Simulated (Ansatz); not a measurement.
NaI:

```
CELL_PARAMETERS angstrom
0.00000 3.23640 3.23640
3.23640 0.00000 3.23640
3.23640 3.23640 0.00000
ATOMIC_POSITIONS crystal
I 0.50000 0.50000 0.50000
Na 0.00000 0.00000 0.00000
```

Base run:

| Quantity | Value |
| --- | --- |
| Program | Ansatz 0.2.0 |
| Functional | LDA |
| Potentials or basis | Ansatz PAW |
| Cutoff | 420 eV |
| Density cutoff | 1680 eV |
| k mesh | 8 × 8 × 8 |
| Occupations | fixed |
| Spin | no spin polarisation |

Its results: band gap on the k mesh 3.33 eV, direct; pressure -1.6 GPa.

Question: The run is repeated on the same cell with these changes: functional from LDA to PBEsol; level from lda to pbesol. What comes out?

Answer: Band gap on the k mesh 3.51 eV, direct; pressure -0.5 GPa.

Caveats: spin-orbit coupling is left out, which moves the levels of the heavy elements; the PAW data sets come from PBE, with cores solved anew for the run's functional, which leaves a small shift of forces and pressure.

Not every run made on this cell is shown here.
